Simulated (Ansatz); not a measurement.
# BAs: the change of pressure with volume scale

All results are calculated (Ansatz 0.2.0). Periodic Kohn-Sham DFT of a crystal at fixed atoms, scaled to volume_scale times the given cell; pressure positive in compression, energy less spherical unpolarised free atoms, largest_vzz the field gradient of largest size among the nuclei.

The cell before it is scaled or strained (space group F-43m, No. 216):
```
BAs
1.0
      0.0000     2.3885     2.3885
      2.3885     0.0000     2.3885
      2.3885     2.3885     0.0000
B As
1 1
Direct
  0.00000 0.00000 0.00000
  0.75000 0.75000 0.75000
```

Settings of every row: method all-electron PAW; functional PBE; relativity scalar; k mesh 15x15x15; filling fermi-dirac; smearing width 0.03 eV; nucleus gaussian.

Atom start moment: 0 on all atoms.

```
row  volume scale  V (Å³/atom)  pressure (GPa)
  1          0.94       12.809          12.713
  2          0.98       13.354            5.73
  3          0.99        13.49           4.193
  4          1.01       13.762               ?
  5          1.02       13.899           0.019
  6          1.06       14.444           -4.65
```

Question: what pressure should row 4 give?

Worked fit of pressure. Take u = (V_r/V)^(2/3) − 1 with V_r = 13.49 Å³ an atom, which is twice the finite (Eulerian) strain; such expansions in the strain, on which the Birch-Murnaghan equation of state is built, carry the rest volume and the bulk modulus. The shown rows have u = 0.03514, 0.00678, 0, -0.01972, -0.04453. Least squares give pressure = 4.1962 + 223.035 × u + 548.69 × u² GPa; a straight line predicts inner rows, each left out in turn, worse (root mean square 0.42 against 0.0082 GPa). The rows lie off it by 0.002, -0.004, -0.003, 0.008, -0.002 (root mean square 0.0044 GPa). The pressure vanishes at u = -0.0198, or V = 13.9 Å³ an atom, and there the bulk modulus at fixed shape and fractions is B = −V dP/dV = (2/3)(1 + u) dP/du = 132 GPa. The withheld row has u = -0.01322, so the fit gives 4.1962 + 223.035 × (-0.01322) + 548.69 × (-0.01322)² = 1.344 GPa.

The calculation gave 1.341 GPa. The fit lies 0.003 GPa (0.017 % of the column's range) above it; its largest miss of a shown row is 0.008 GPa.
